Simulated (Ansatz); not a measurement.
ZnS, 2 atoms in the cell. The structure is cubic, space group F-43m (No. 216). The conventional cell has a = 5.404 Å, b = 5.404 Å, c = 5.404 Å, α = 90.00°, β = 90.00°, γ = 90.00°. Zn (site symmetry -43m) is surrounded by 4 S at 2.34 Å. S (site symmetry -43m) is surrounded by 4 Zn at 2.34 Å. 

| Property | Result |
| --- | --- |
| Program | Ansatz 0.2.0 |
| Task | projected density of states |
| Functional | rPW86-PBE |
| Dispersion | rVV10 |
| Potentials or basis | Ansatz PAW |
| Cutoff | 420 eV (not typed: the program's choice for these potentials) |
| k mesh | 9 × 9 × 9 |
| Occupations | gaussian, width 0.02 eV |
| Spin | collinear spin, ferromagnetic start |
| Starting moments | [0.5, 0.0] μB |

Potentials or basis: Ansatz PAW.

The run is started by

```sh
$ ansatz run input.yaml --threads 1 --pin off --max-ram 2560MiB --backend cpu --events-out ev --progress --plain --runs-dir out
```

Hardware: 1 thread of Arm Neoverse V1, on a shared host.

Question: Estimate the wall time of this run.

Answer: Run time: 19 s on 1 thread of Arm Neoverse V1, on a shared host, peak memory 0.34 GiB. Counts: scf iterations 14, plane waves 749, k points 35, bands 15.
